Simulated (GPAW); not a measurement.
Runs of GPAW 26.7.0 on Te2Pt (Moncheite). Symmetry: P-3m1, No. 164, trigonal system. The conventional cell has a = 4.010 Å, b = 4.010 Å, c = 5.201 Å, α = 90.00°, β = 90.00°, γ = 120.00°. Pt (site symmetry -3m) has 6 Te at 2.66 Å as nearest neighbours. Te (site symmetry 3m) is surrounded by 3 Pt at 2.66 Å. 

```csv
task,level,potentials or basis,k mesh,smearing,gap on the mesh (eV),pressure (GPa),V0 of scaled cells (Å³/atom),B0 (GPa),largest force (eV/Å)
single point,PBE,"GPAW PAW data sets (gpaw-data 1.2.1), pw",8 × 8 × 5,gaussian 0.02 eV,none,7.9,-,-,(b)
single point,PBE,"GPAW PAW data sets (gpaw-data 1.2.1), pw",8 × 8 × 5,fermi-dirac 0.05 eV,none,7.9,-,-,0.94
equation of state,LDA,"the program's PAW data sets (release 1.2.1) made for this functional, pw",6 × 6 × 4,fermi-dirac 0.05 eV,-,-,24.33,112,-
equation of state,PBEsol,"PAW data sets generated in the run's folder for this functional, pw",6 × 6 × 4,fermi-dirac 0.05 eV,-,-,(a),105,-
```

Alike in all rows: no spin polarisation; cell as given; cutoff (eV) 600.

Fill in the values left out.

(a) 24.84; (b) 0.91.

Caveats: the cell was scaled at fixed shape and fractional positions, which overstates the stiffness of a crystal with free parameters, most of all of layers and chains (some runs).

A k mesh can miss the band edges, and the runs leave out spin-orbit coupling on Pt, Te.

A gap of «none» marks a metal or a gap under the smearing width.
